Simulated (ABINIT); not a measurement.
# Ni (Im-3m) in ABINIT: convergence with cutoff

Aim: find how far cutoff must go before the results for Ni settle, at PBE. This setting moves, with any that are tied to it; all else stays.

Everything below comes from runs of ABINIT 10.8.3 (patched build). Logs are shortened: lines on timing, memory, paths and dates and some standing lists are left out, and cuts for length are marked. The log counts tension as positive stress, the text compression.

## 1. The crystal as given

It takes space group Im-3m (No. 229, cubic). The conventional cell has a = 2.767 Å, b = 2.767 Å, c = 2.767 Å, α = 90.00°, β = 90.00°, γ = 90.00°. Ni (site symmetry m-3m) has 8 Ni at 2.40 Å as nearest neighbours.

This isn't the form of Ni at room conditions, which is fcc.

## 2. With cutoff 19.5 Ha

run.abi

```
# Pseudopotentials
pp_dirpath "./"
pseudos "Ni.upf"

# Structure
acell 4.5290414022 4.5290414022 4.5290414022
rprim
    -0.5773502692     0.5773502692     0.5773502692
     0.5773502692    -0.5773502692     0.5773502692
     0.5773502692     0.5773502692    -0.5773502692
ntypat 1
znucl 28
natom 1
typat 1
xred
     0.0000000000     0.0000000000     0.0000000000

# Plane-wave basis
ecut 19.5

# k points
kptopt 1
ngkpt 9 9 9
nshiftk 1
shiftk 0.0 0.0 0.0

# Exchange and correlation
ixc 11

# Bands and occupations
nband 14
occopt 6
tsmear 0.00367493

# Spin
nsppol 2
spinat
     0.0000000000     0.0000000000     1.0000000000

# SCF cycle
nstep 100
tolvrs 1.0e-10

# Output
iomode 3
prtwf 0
prtden 0
prteig 0
prtebands 0
enunit 2
```

Potentials or basis: PseudoDojo NC SR PBE v0.4.1 standard.

Run with:

```sh
$ abinit run.abi > log 2>&1
```

Run time: 9.5 s. Hardware: 1 thread of Arm Neoverse V1, shared host; peak memory 0.06 GiB.

The run converged, but runs of this kind are known to go wrong with this program or these potentials, so none of its numbers is taken as a property of the crystal.

Caveat: the pressure is absurd: the run is broken; the cutoff is too short for stress, so the log's stress isn't used.

## 3. With cutoff 24.5 Ha

run.abi: that of step 2 with these lines changed.

```diff
@@ -18,3 +18,3 @@
 # Plane-wave basis
-ecut 19.5
+ecut 24.5
```

Potentials or basis: PseudoDojo NC SR PBE v0.4.1 standard.

Run with:

```sh
$ abinit run.abi > log 2>&1
```

Wall time 15 s (1 thread of Arm Neoverse V1, shared host); peak memory 0.06 GiB.

The run converged, but runs of this kind are known to go wrong with this program or these potentials, so none of its numbers is taken as a property of the crystal.

Caveat: the pressure is absurd: the run is broken; the cutoff is too short for stress, so the log's stress isn't used.

## 4. With cutoff 29.5 Ha

run.abi: that of step 3 with these lines changed.

```diff
@@ -18,3 +18,3 @@
 # Plane-wave basis
-ecut 24.5
+ecut 29.5
```

Run with:

```sh
$ abinit run.abi > log 2>&1
```

Run time: 23 s. Hardware: 1 thread of Arm Neoverse V1, shared host; peak memory 0.06 GiB.

The run converged, but runs of this kind are known to go wrong with this program or these potentials, so none of its numbers is taken as a property of the crystal.

Caveat: the pressure is absurd: the run is broken; the cutoff is too short for stress, so the log's stress isn't used.

## 5. With cutoff 34.5 Ha

run.abi: that of step 4 with these lines changed.

```diff
@@ -18,3 +18,3 @@
 # Plane-wave basis
-ecut 29.5
+ecut 34.5
```

Run with:

```sh
$ abinit run.abi > log 2>&1
```

Wall time 17 s (1 thread of Arm Neoverse V1, shared host); peak memory 0.07 GiB.

Results (log left out):

```
Free energy                                           : -4564.6470 eV
Band gap on the k mesh                                : none (metal or under the smearing width)
Net moment                                            : 0.59 μB per cell
Site moments                                          : Ni +0.62 μB
Valence electrons inside the program's atomic spheres : Ni 16.36 (radii [1.0584] Å)
```

## 6. With cutoff 41.5 Ha

run.abi: that of step 5 with these lines changed.

```diff
@@ -18,3 +18,3 @@
 # Plane-wave basis
-ecut 34.5
+ecut 41.5
```

Potentials or basis: PseudoDojo NC SR PBE v0.4.1 standard.

Run with:

```sh
$ abinit run.abi > log 2>&1
```

Run time: 29 s. Hardware: 1 thread of Arm Neoverse V1, shared host; peak memory 0.07 GiB.

Results (log left out):

```
Free energy                                           : -4565.6622 eV
Band gap on the k mesh                                : none (metal or under the smearing width)
Net moment                                            : 0.59 μB per cell
Site moments                                          : Ni +0.62 μB
Valence electrons inside the program's atomic spheres : Ni 16.37 (radii [1.0584] Å)
```

## 7. With cutoff 49 Ha

run.abi: that of step 6 with these lines changed.

```diff
@@ -18,3 +18,3 @@
 # Plane-wave basis
-ecut 41.5
+ecut 49.0
```

Run with:

```sh
$ abinit run.abi > log 2>&1
```

Run time: 32 s. Hardware: 1 thread of Arm Neoverse V1, shared host; peak memory 0.08 GiB.

It converged, with:

```yaml
Free_energy: -4565.7034 eV
Pressure: 7.5 GPa
Band_gap_on_the_k_mesh: none (metal or under the smearing width)
Net_moment: 0.59 μB per cell
Site_moments: Ni +0.62 μB
Valence_electrons_inside_the_program's_atomic_spheres: Ni 16.37 (radii [1.0584] Å)
```

## 8. With cutoff 56.5 Ha

run.abi: that of step 7 with these lines changed.

```diff
@@ -18,3 +18,3 @@
 # Plane-wave basis
-ecut 49.0
+ecut 56.5
```

Run with:

```sh
$ abinit run.abi > log 2>&1
```

Run time: 44 s. Hardware: 1 thread of Arm Neoverse V1, shared host; peak memory 0.08 GiB.

Results (log left out):

| Item | Value |
| --- | --- |
| Free energy | -4565.7037 eV |
| Pressure | 7.5 GPa |
| Band gap on the k mesh | none (metal or under the smearing width) |
| Net moment | 0.59 μB per cell |
| Site moments | Ni +0.62 μB |
| Valence electrons inside the program's atomic spheres | Ni 16.38 (radii [1.0584] Å) |

## 9. With cutoff 66 Ha

run.abi: that of step 8 with these lines changed.

```diff
@@ -18,3 +18,3 @@
 # Plane-wave basis
-ecut 56.5
+ecut 66.0
```

Potentials or basis: PseudoDojo NC SR PBE v0.4.1 standard.

Run with:

```sh
$ abinit run.abi > log 2>&1
```

Run time: 54 s. Hardware: 1 thread of Arm Neoverse V1, shared host; peak memory 0.1 GiB.

It converged, with:

* Free energy: -4565.7040 eV
* Pressure: 7.6 GPa
* Band gap on the k mesh: none (metal or under the smearing width)
* Net moment: 0.59 μB per cell
* Site moments: Ni +0.62 μB
* Valence electrons inside the program's atomic spheres: Ni 16.39 (radii [1.0584] Å)

## 10. With cutoff 78.5 Ha

run.abi: that of step 9 with these lines changed.

```diff
@@ -18,3 +18,3 @@
 # Plane-wave basis
-ecut 66.0
+ecut 78.5
```

Potentials or basis: PseudoDojo NC SR PBE v0.4.1 standard.

Run with:

```sh
$ abinit run.abi > log 2>&1
```

run.abo:

```text
.Version 10.8.3 of ABINIT
 Symmetries : space group Im -3 m (#229); Bravais cI (body-center cubic)
================================================================================
 Values of the parameters that define the memory need of the present run
     intxc =       0    ionmov =       0      iscf =       7    lmnmax =       6
     lnmax =       6     mgfft =      40  mpssoang =       3    mqgrid =    3001
     natom =       1  nloc_mem =       1    nspden =       2   nspinor =       1
    nsppol =       2      nsym =      48    n1xccc =    2501    ntypat =       1
    occopt =       6   xclevel =       2
       mpw =        2406          nfft =       64000          nkpt =          35
================================================================================
================================================================================

--------------------------------------------------------------------------------
------------- Echo of variables that govern the present computation ------------
--------------------------------------------------------------------------------
 -outvars: echo values of preprocessed input variables --------
            acell      4.5290414022E+00  4.5290414022E+00  4.5290414022E+00 Bohr
              amu      5.86900000E+01
             ecut      7.85000000E+01 Hartree
           enunit           2
              ixc          11
         kptrlatt        9    0    0      0    9    0      0    0    9
          kptrlen      4.07613726E+01
            natom           1
            nband          14
            ngfft          40      40      40
             nkpt          35
           nspden           2
           nsppol           2
            nstep         100
             nsym          48
           ntypat           1
           occopt           6
           prtden           0
        prtebands           0
           prteig           0
            prtwf           0
            rprim     -5.7735026920E-01  5.7735026920E-01  5.7735026920E-01
                       5.7735026920E-01 -5.7735026920E-01  5.7735026920E-01
                       5.7735026920E-01  5.7735026920E-01 -5.7735026920E-01
          spgroup         229
           spinat      0.0000000000E+00  0.0000000000E+00  1.0000000000E+00
           tolvrs      1.00000000E-10
           tsmear      3.67493000E-03 Hartree
            typat      1
            znucl       28.00000

================================================================================

 chkinp: Checking input parameters for consistency.

================================================================================
== DATASET  1 ==================================================================

--- !DatasetInfo
iteration_state: {dtset: 1, }
dimensions: {natom: 1, nkpt: 35, mband: 14, nsppol: 2, nspinor: 1, nspden: 2, mpw: 2406, }
cutoff_energies: {ecut:  78.5, pawecutdg:  -1.0, }
[... 102 lines left out ...]
 reduced coordinates (array xred) for    1 atoms
       0.000000000000      0.000000000000      0.000000000000
 rms dE/dt=  0.0000E+00; max dE/dt=  0.0000E+00; dE/dt below (all hartree)
    1       0.000000000000      0.000000000000      0.000000000000

 cartesian coordinates (angstrom) at end:
    1      0.00000000000000     0.00000000000000     0.00000000000000

 cartesian forces (hartree/bohr) at end:
    1     -0.00000000000000    -0.00000000000000    -0.00000000000000
 frms,max,avg= 0.0000000E+00 0.0000000E+00   0.000E+00  0.000E+00  0.000E+00 h/b

 cartesian forces (eV/Angstrom) at end:
    1     -0.00000000000000    -0.00000000000000    -0.00000000000000
 frms,max,avg= 0.0000000E+00 0.0000000E+00   0.000E+00  0.000E+00  0.000E+00 e/A
 length scales=  4.529041402200  4.529041402200  4.529041402200 bohr
              =  2.396665495654  2.396665495654  2.396665495654 angstroms
 Fermi (or HOMO) energy (hartree) =   0.42568   Average Vxc (hartree)=  -0.51786
 Magnetization (Bohr magneton)=  5.87350970E-01
 Total spin up =  9.29367548E+00   Total spin down =  8.70632452E+00
 Eigenvalues (hartree) for nkpt=  35  k points, SPIN UP:
 kpt#   1, nband= 14, wtk=  0.00137, kpt=  0.0000  0.0000  0.0000 (reduced coord)
  -3.37524   -1.91492   -1.91492   -1.91492    0.09164    0.33767    0.33767    0.33767
   0.39237    0.39237    1.40446    1.40446    1.40446    1.58468
      occupation numbers for kpt#   1
   1.00000    1.00000    1.00000    1.00000    1.00000    1.00000    1.00000    1.00000
   1.00000    1.00000    0.00000    0.00000    0.00000    0.00000
 prteigrs : prtvol=0 or 1, do not print more k-points.

 Eigenvalues (hartree) for nkpt=  35  k points, SPIN DOWN:
 kpt#   1, nband= 14, wtk=  0.00137, kpt=  0.0000  0.0000  0.0000 (reduced coord)
  -3.35086   -1.88847   -1.88847   -1.88847    0.09020    0.36493    0.36493    0.36493
   0.41345    0.41345    1.40019    1.40019    1.40019    1.58207
      occupation numbers for kpt#   1
   1.00000    1.00000    1.00000    1.00000    1.00000    1.00000    1.00000    1.00000
   1.00001    1.00001    0.00000    0.00000    0.00000    0.00000
 prteigrs : prtvol=0 or 1, do not print more k-points.

 Fermi (or HOMO) energy (eV) =  11.58338   Average Vxc (eV)= -14.09172
 Eigenvalues (   eV  ) for nkpt=  35  k points, SPIN UP:
 kpt#   1, nband= 14, wtk=  0.00137, kpt=  0.0000  0.0000  0.0000 (reduced coord)
 -91.84497  -52.10764  -52.10764  -52.10764    2.49373    9.18841    9.18841    9.18841
  10.67687   10.67687   38.21744   38.21744   38.21744   43.12139
 prteigrs : prtvol=0 or 1, do not print more k-points.

 Eigenvalues (   eV  ) for nkpt=  35  k points, SPIN DOWN:
 kpt#   1, nband= 14, wtk=  0.00137, kpt=  0.0000  0.0000  0.0000 (reduced coord)
 -91.18156  -51.38789  -51.38789  -51.38789    2.45439    9.93022    9.93022    9.93022
  11.25042   11.25042   38.10121   38.10121   38.10121   43.05027
 prteigrs : prtvol=0 or 1, do not print more k-points.

--- !EnergyTerms
iteration_state     : {dtset: 1, }
comment             : Components of total free energy in Hartree
kinetic             :  7.90285539151745E+01
hartree             :  4.60464898300892E+01
xc                  : -2.14381839395647E+01
Ewald energy        : -1.12732534480738E+02
psp_core            :  4.92425925196208E+00
local_psp           : -1.37123879629272E+02
non_local_psp       : -2.64912195166708E+01
internal            : -1.67786514569021E+02
'-kT*entropy'       : -2.11018466566155E-05
total_energy        : -1.67786535670867E+02
total_energy_eV     : -4.56570422901504E+03
band_energy         : -1.47042585037381E+01
...

 Cartesian components of stress tensor (hartree/bohr^3)
  sigma(1 1)= -2.56689777E-04  sigma(3 2)=  0.00000000E+00
  sigma(2 2)= -2.56689777E-04  sigma(3 1)=  0.00000000E+00
  sigma(3 3)= -2.56689777E-04  sigma(2 1)=  0.00000000E+00

-Cartesian components of stress tensor (GPa)         [Pressure=  7.5521E+00 GPa]
- sigma(1 1)= -7.55207398E+00  sigma(3 2)=  0.00000000E+00
- sigma(2 2)= -7.55207398E+00  sigma(3 1)=  0.00000000E+00
- sigma(3 3)= -7.55207398E+00  sigma(2 1)=  0.00000000E+00

== END DATASET(S) ==============================================================
================================================================================

 -outvars: echo values of variables after computation  --------
            acell      4.5290414022E+00  4.5290414022E+00  4.5290414022E+00 Bohr
           etotal     -1.6778653567E+02
            fcart     -0.0000000000E+00 -0.0000000000E+00 -0.0000000000E+00
            rprim     -5.7735026920E-01  5.7735026920E-01  5.7735026920E-01
                       5.7735026920E-01 -5.7735026920E-01  5.7735026920E-01
                       5.7735026920E-01  5.7735026920E-01 -5.7735026920E-01
           strten     -2.5668977721E-04 -2.5668977721E-04 -2.5668977721E-04
                       0.0000000000E+00  0.0000000000E+00  0.0000000000E+00
 Calculation completed.
```

Run time: 82 s. Hardware: 1 thread of Arm Neoverse V1, shared host; peak memory 0.12 GiB.

What came out:

- Free energy: -4565.7042 eV
- Pressure: 7.6 GPa
- Band gap on the k mesh: none (metal or under the smearing width)
- Net moment: 0.59 μB per cell
- Site moments: Ni +0.62 μB
- Valence electrons inside the program's atomic spheres: Ni 16.39 (radii [1.0584] Å)

## 11. The series at a glance

| cutoff | energy less the tightest run (meV/atom) | largest site moment (μB) | SCF cycles | CPU time (s) | peak memory (GiB) |
| --- | --- | --- | --- | --- | --- |
| 19.5 Ha | 73111.48 | 0.00 | 12 | 9.5 | 0.06 |
| 24.5 Ha | 23899.55 | 0.54 | 11 | 15 | 0.06 |
| 29.5 Ha | 5881.30 | 0.51 | 16 | 23 | 0.06 |
| 34.5 Ha | 1057.20 | 0.62 | 10 | 17 | 0.07 |
| 41.5 Ha | 41.99 | 0.62 | 10 | 29 | 0.07 |
| 49 Ha | 0.88 | 0.62 | 10 | 32 | 0.08 |
| 56.5 Ha | 0.55 | 0.62 | 12 | 44 | 0.08 |
| 66 Ha | 0.25 | 0.62 | 10 | 54 | 0.1 |
| 78.5 Ha | 0.00 | 0.62 | 12 | 82 | 0.12 |

Against the tightest run, the energy stays within 1 meV/atom from 49 Ha on; the largest site moment stays within 0.02 μB from 34.5 Ha on. The tightest run that finished is the yardstick and may itself not be fully converged.
